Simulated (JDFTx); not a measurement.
# Rh (Fm-3m) in JDFTx: reference runs, part 2 of 2

JDFTx 1.7.0 (patched build). Earlier steps stand in the parts before.

### 4 Equation of state, PBE, 12.85 Å³/atom (volume scaled by 0.94)

Rh.in reads:

```
lattice \
    0.0000000000     3.5132040044     3.5132040044 \
    3.5132040044     0.0000000000     3.5132040044 \
    3.5132040044     3.5132040044     0.0000000000
coords-type Lattice
ion Rh     0.0000000000     0.0000000000     0.0000000000 1

ion-species pseudo/Rh.upf
elec-cutoff 44
elec-ex-corr gga-PBE
kpoint-folding 12 12 12
elec-smearing Fermi 0.0018374661
elec-n-bands 14
electronic-SCF nIterations 100 energyDiffThreshold 1e-08
electronic-minimize nIterations 30 energyDiffThreshold 1e-7
forces-output-coords Cartesian

dump-name run.$VAR
dump End Ecomponents EigStats BandEigs Kpoints Forces Stress
```

Launch:

```sh
jdftx -c 1 -i Rh.in -o Rh.out
```

Wall time 26 s (1 thread of Arm Neoverse V1, shared host); peak memory 0.08 GiB.

It converged, with:

```
Free energy            : -3018.4380 eV
Pressure               : 29.1 GPa
Band gap on the k mesh : none (metal or under the smearing width)
```

### 5 Equation of state, PBE, 13.12 Å³/atom (volume scaled by 0.96)

Rh.in: that of step 4 with these lines changed.

```diff
@@ -1,5 +1,5 @@
 lattice \
-    0.0000000000     3.5132040044     3.5132040044 \
-    3.5132040044     0.0000000000     3.5132040044 \
-    3.5132040044     3.5132040044     0.0000000000
+    0.0000000000     3.5379456929     3.5379456929 \
+    3.5379456929     0.0000000000     3.5379456929 \
+    3.5379456929     3.5379456929     0.0000000000
 coords-type Lattice
```

Launch:

```sh
jdftx -c 1 -i Rh.in -o Rh.out
```

Run time: 26 s. Hardware: 1 thread of Arm Neoverse V1, shared host; peak memory 0.08 GiB.

It converged, with:

* Free energy: -3018.4810 eV
* Pressure: 21.1 GPa
* Band gap on the k mesh: none (metal or under the smearing width)

### 6 Equation of state, PBE, 13.40 Å³/atom (volume scaled by 0.98)

Rh.in: that of step 5 with these lines changed.

```diff
@@ -1,5 +1,5 @@
 lattice \
-    0.0000000000     3.5379456929     3.5379456929 \
-    3.5379456929     0.0000000000     3.5379456929 \
-    3.5379456929     3.5379456929     0.0000000000
+    0.0000000000     3.5623460895     3.5623460895 \
+    3.5623460895     0.0000000000     3.5623460895 \
+    3.5623460895     3.5623460895     0.0000000000
 coords-type Lattice
```

Potentials or basis: PseudoDojo-SR-PBE-0.5-standard.

Launch:

```sh
jdftx -c 1 -i Rh.in -o Rh.out
```

Wall time 26 s (1 thread of Arm Neoverse V1, shared host); peak memory 0.08 GiB.

The run converged. Its results:

* Free energy: -3018.5110 eV
* Pressure: 14.0 GPa
* Band gap on the k mesh: none (metal or under the smearing width)

### 7 Equation of state, PBE, 13.67 Å³/atom

Rh.in: that of step 6 with these lines changed.

```diff
@@ -1,5 +1,5 @@
 lattice \
-    0.0000000000     3.5623460895     3.5623460895 \
-    3.5623460895     0.0000000000     3.5623460895 \
-    3.5623460895     3.5623460895     0.0000000000
+    0.0000000000     3.5864167256     3.5864167256 \
+    3.5864167256     0.0000000000     3.5864167256 \
+    3.5864167256     3.5864167256     0.0000000000
 coords-type Lattice
```

Launch:

```sh
jdftx -c 1 -i Rh.in -o Rh.out
```

Wall time 27 s (1 thread of Arm Neoverse V1, shared host); peak memory 0.08 GiB.

The run converged. Its results:

```
Free energy            : -3018.5296 eV
Pressure               : 7.7 GPa
Band gap on the k mesh : none (metal or under the smearing width)
```

### 8 Equation of state, PBE, 13.94 Å³/atom (volume scaled by 1.02)

Rh.in: that of step 7 with these lines changed.

```diff
@@ -1,5 +1,5 @@
 lattice \
-    0.0000000000     3.5864167256     3.5864167256 \
-    3.5864167256     0.0000000000     3.5864167256 \
-    3.5864167256     3.5864167256     0.0000000000
+    0.0000000000     3.6101685219     3.6101685219 \
+    3.6101685219     0.0000000000     3.6101685219 \
+    3.6101685219     3.6101685219     0.0000000000
 coords-type Lattice
```

Potentials or basis: PseudoDojo-SR-PBE-0.5-standard.

Launch:

```sh
jdftx -c 1 -i Rh.in -o Rh.out
```

Log:

```text
*************** JDFTx 1.7.0 (patched build) ***************

[... 9 lines left out ...]
---------- Initializing the Grid ----------
R =
[            0      3.61017      3.61017  ]
[      3.61017            0      3.61017  ]
[      3.61017      3.61017            0  ]
unit cell volume = 94.1049
G =
[  -0.870207   0.870207   0.870207  ]
[   0.870207  -0.870207   0.870207  ]
[   0.870207   0.870207  -0.870207  ]
Minimum fftbox size, Smin = [  32  32  32  ]
Chosen fftbox size, S = [  32  32  32  ]

---------- Exchange Correlation functional ----------
Initalized PBE GGA exchange.
Initalized PBE GGA correlation.

---------- Setting up pseudopotentials ----------
Width of ionic core gaussian charges (only for fluid interactions / plotting) set to 0

Reading pseudopotential file 'pseudo/Rh.upf':
  'Rh' pseudopotential, 'PBE' functional
  Generated using ONCVPSP code by D. R. Hamann
  17 valence electrons, 4 orbitals, 6 projectors, 1001 radial grid points, with lMax = 2
    4S    l: 0   occupation:  2.0   eigenvalue: -3.031635
    4P    l: 1   occupation:  6.0   eigenvalue: -1.852936
[... 55 lines left out ...]
SCF: Cycle:  7   F: -110.929226897712326   dF: -1.097e-09   |Residual|: 1.330e-05   |deigs|: 9.311e-05
SCF: Converged (|Delta E|<1.000000e-08 for 2 iters).

Setting wave functions to eigenvectors of Hamiltonian

# Stress tensor in Cartesian coordinates [Eh/a0^3]:
[ -7.08304e-05            0            0  ]
[            0 -7.08304e-05            0  ]
[            0            0 -7.08304e-05  ]

# Ionic positions in lattice coordinates:
ion Rh   0.000000000000000   0.000000000000000   0.000000000000000 1

# Forces in Cartesian coordinates:
force Rh  -0.000000000000000  -0.000000000000000   0.000000000000000 1

# Energy components:
   Eewald =      -91.7564603550383424
       EH =       19.1002688313566686
     Eloc =      -71.6316753462423463
      Enl =        7.1497774277450405
      Exc =      -18.9159458364700406
 Exc_core =        6.3598244688356225
       KE =       38.7653036263330506
-------------------------------------
     Etot =     -110.9289071834803195
       TS =        0.0003197142320107
-------------------------------------
        F =     -110.9292268977123257

IonicMinimize: Iter:   0  F: -110.929226897712326  |grad|_K:  0.000e+00
IonicMinimize: Converged (|grad|_K<1.000000e-04).

#--- Lowdin population analysis ---
# oxidation-state Rh +0.096

Dumping 'run.eigStats' ...
	eMin: -2.081083 at state 0 ( [ +0.000000 +0.000000 +0.000000 ] spin 0 )
	HOMO: +0.815392 at state 38 ( [ +0.000000 +0.333333 -0.333333 ] spin 0 )
	mu  : +0.818234
	LUMO: +0.819354 at state 20 ( [ +0.000000 +0.166667 +0.333333 ] spin 0 )
	eMax: +1.764956 at state 71 ( [ +0.250000 +0.500000 -0.250000 ] spin 0 )
	HOMO-LUMO gap: +0.003963
	Optical gap  : +0.006574 at state 20 ( [ +0.000000 +0.166667 +0.333333 ] spin 0 )
Done!
```

Run time: 27 s. Hardware: 1 thread of Arm Neoverse V1, shared host; peak memory 0.08 GiB.

Results:

```
Free energy            : -3018.5380 eV
Pressure               : 2.1 GPa
Band gap on the k mesh : none (metal or under the smearing width)
```

### 9 Equation of state, PBE, 14.22 Å³/atom (volume scaled by 1.04)

Rh.in: that of step 8 with these lines changed.

```diff
@@ -1,5 +1,5 @@
 lattice \
-    0.0000000000     3.6101685219     3.6101685219 \
-    3.6101685219     0.0000000000     3.6101685219 \
-    3.6101685219     3.6101685219     0.0000000000
+    0.0000000000     3.6336118315     3.6336118315 \
+    3.6336118315     0.0000000000     3.6336118315 \
+    3.6336118315     3.6336118315     0.0000000000
 coords-type Lattice
```

Potentials or basis: PseudoDojo-SR-PBE-0.5-standard.

Launch:

```sh
jdftx -c 1 -i Rh.in -o Rh.out
```

Run time: 27 s. Hardware: 1 thread of Arm Neoverse V1, shared host; peak memory 0.08 GiB.

The run converged. Its results:

| Property | Result |
| --- | --- |
| Free energy | -3018.5375 eV |
| Pressure | -2.9 GPa |
| Band gap on the k mesh | none (metal or under the smearing width) |

### 10 Equation of state, PBE, 14.49 Å³/atom (volume scaled by 1.06)

Rh.in: that of step 9 with these lines changed.

```diff
@@ -1,5 +1,5 @@
 lattice \
-    0.0000000000     3.6336118315     3.6336118315 \
-    3.6336118315     0.0000000000     3.6336118315 \
-    3.6336118315     3.6336118315     0.0000000000
+    0.0000000000     3.6567564799     3.6567564799 \
+    3.6567564799     0.0000000000     3.6567564799 \
+    3.6567564799     3.6567564799     0.0000000000
 coords-type Lattice
```

Launch:

```sh
jdftx -c 1 -i Rh.in -o Rh.out
```

Wall time 27 s (1 thread of Arm Neoverse V1, shared host); peak memory 0.08 GiB.

The run converged. Its results:

| Quantity | Value |
| --- | --- |
| Free energy | -3018.5289 eV |
| Pressure | -7.3 GPa |
| Band gap on the k mesh | none (metal or under the smearing width) |

### 11 Equation of state, PBE

No new run: the results of the series are fitted here.

Results:

* Equilibrium volume: 14.06 Å³/atom
* Bulk modulus: 257 GPa
* Pressure derivative of the bulk modulus: 5.2

Energy against volume, from the lowest point:
| volume (Å³/atom) | energy (meV/atom) |
| --- | --- |
| 12.851 | 100.05 |
| 13.125 | 57.07 |
| 13.398 | 26.99 |
| 13.671 | 8.43 |
| 13.945 | 0.00 |
| 14.218 | 0.58 |
| 14.492 | 9.14 |

PBE usually gives volumes a little too large and moduli too small.

### 12 Summary

| task | cell | further solve for the empty bands | gap on the mesh (eV) | pressure (GPa) |
| --- | --- | --- | --- | --- |
| single point | as given | yes | none | 7.7 |
| single point | cell strained at random at fixed volume | yes | none | 9.0 |
| equation of state | as given | - | - | - |

Alike in all rows: level PBE; potentials or basis PseudoDojo-SR-PBE-0.5-standard; no spin polarisation; k mesh 12 × 12 × 12; cutoff (eV) 1197; smearing fermi-dirac 0.05 eV.

Total energies depend on the potentials used, so only differences within one code and one set of settings carry meaning.

### 13 How close it comes

Step 11. Against the measured bulk modulus of Rh, 264 GPa (quoted in “Thermal equation of state of rhodium characterized by XRD in a resistively heated diamond anvil cell”, 2024, pmc:11535440), the calculated 257 GPa is off by -2.5 %. The fit is for a static lattice scaled at fixed shape and fixed fractional positions.
